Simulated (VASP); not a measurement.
# VASP 6.6.1 run: BaZrO3

INCAR

```
LASPH = .TRUE.
IBRION = -1
NELECT = 39.9
ISMEAR = -1
ISIF = 2
NSW = 0
ENCUT = 520
LREAL = .FALSE.
NELM = 51
EDIFF = 1E-7
LCHARG = .FALSE.
PREC = Accurate
SIGMA = 0.02
LWAVE = .FALSE.
GGA = PE
NBANDS = 28
```

KPOINTS

```
KPOINTS created by Atomic Simulation Environment
0
Gamma
6 6 6
0 0 0
```

POSCAR

```
Ba Zr O
 1.0000000000000000
     4.2053549142000000    0.0000000000000000    0.0000000000000000
     0.0000000000000000    4.2053549142000000    0.0000000000000000
     0.0000000000000000    0.0000000000000000    4.1633013650999997
 Ba  Zr  O
   1   1   3
Cartesian
  0.0000000000000000  0.0000000000000000  0.0000000000000000
  2.1026774571000004  2.1026774571000004  2.0816506825499999
  2.1026774571000004  2.1026774571000004  0.0000000000000000
  2.1026774571000004  0.0000000000000000  2.0816506825499999
  0.0000000000000000  2.1026774571000004  2.0816506825499999
```

The recommended PBE PAW datasets give the neutral cell 40 valence electrons.

Command

```
mpirun -np 1 vasp_std
```

How does this run end, and what does it give?

It converged. Results: pressure 3.6 GPa.

OSZICAR

```
N       E                     dE             d eps       ncg     rms          rms(c)
DAV:   1     0.305118795395E+03    0.30512E+03   -0.21088E+04  2240   0.136E+03
DAV:   2    -0.288880051863E+02   -0.33401E+03   -0.32463E+03  2772   0.351E+02
DAV:   3    -0.487507348702E+02   -0.19863E+02   -0.19772E+02  3512   0.800E+01
DAV:   4    -0.493035300521E+02   -0.55280E+00   -0.55178E+00  3156   0.106E+01
DAV:   5    -0.493137754540E+02   -0.10245E-01   -0.10244E-01  3100   0.117E+00    0.287E+01
DAV:   6    -0.421345068910E+02    0.71793E+01   -0.35937E+01  2640   0.374E+01    0.127E+01
DAV:   7    -0.420689264252E+02    0.65580E-01   -0.25571E+00  3200   0.877E+00    0.768E+00
DAV:   8    -0.420598381764E+02    0.90882E-02   -0.32350E-01  2656   0.413E+00    0.688E-01
DAV:   9    -0.420560434224E+02    0.37948E-02   -0.59795E-02  3004   0.134E+00    0.512E-01
DAV:  10    -0.420571500029E+02   -0.11066E-02   -0.10539E-02  3044   0.811E-01    0.221E-01
DAV:  11    -0.420572776867E+02   -0.12768E-03   -0.12199E-03  2924   0.269E-01    0.745E-02
DAV:  12    -0.420572326373E+02    0.45049E-04   -0.21679E-04  2780   0.114E-01    0.272E-02
DAV:  13    -0.420572688591E+02   -0.36222E-04   -0.74173E-05  2496   0.603E-02    0.162E-02
DAV:  14    -0.420572686152E+02    0.24389E-06   -0.10165E-05  3164   0.200E-02    0.346E-03
DAV:  15    -0.420572684450E+02    0.17022E-06   -0.29161E-06  2596   0.115E-02    0.276E-03
DAV:  16    -0.420572684546E+02   -0.96306E-08   -0.29639E-07  2356   0.331E-03
   1 F= -.42057268E+02 E0= -.42056400E+02  d E =-.173766E-02
```

The cell is charged and sits in a uniform background.

For comparison, a separate PBE run of the intended cell, on usual settings and not on those above, gives a gap of 3.15 eV on its mesh and a pressure of 5.1 GPa.
